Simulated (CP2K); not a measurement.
Runs of CP2K 2026.2 on WC (Qusongite). It takes space group P-6m2 (No. 187, hexagonal). Conventional cell: a = 2.907 Å, b = 2.907 Å, c = 2.837 Å, α = 90.00°, β = 90.00°, γ = 120.00°. W (site symmetry -6m2) is surrounded by 6 C at 2.20 Å. Around C (site symmetry -6m2) lie 6 W at 2.20 Å. 

```csv
potentials or basis,ADDED_MOS,gap on the mesh (eV),pressure (GPa)
"POTENTIAL_UZH W GTH-PBE-q14, C GTH-PBE-q4; DZVP-MOLOPT-PBE-GTH basis",[13],none,(a)
"POTENTIAL_UZH W GTH-PBE-q14, C GTH-PBE-q4; TZVP-MOLOPT-PBE-GTH basis",[13],none,(b)
"GTH_POTENTIALS W GTH-PBE-q14, C GTH-PBE-q4; SZV-MOLOPT-SR-GTH basis",[5],none,-5.8
"POTENTIAL_UZH W GTH-PBE-q14, C GTH-PBE-q4; ccGRB-D basis",[13],none,3.9
"GTH_POTENTIALS W GTH-PBE-q14, C GTH-PBE-q4; DZVP-MOLOPT-SR-GTH basis",[13],none,1.8
```

Alike in all rows: task atomic charges; level PBE; no spin polarisation; cell as given; k mesh 10 × 10 × 9; smearing fermi-dirac 0.05 eV.

Fill in the values left out.

(a) 3.0; (b) 2.7.

Caveats: the basis of atomic orbitals isn't converged, which shifts pressures, moduli and gaps; a minimal basis gives rough bond lengths, pressures and levels (some runs).

A k mesh can miss the band edges, and the runs leave out spin-orbit coupling on W.

A gap of «none» marks a metal or a gap under the smearing width.
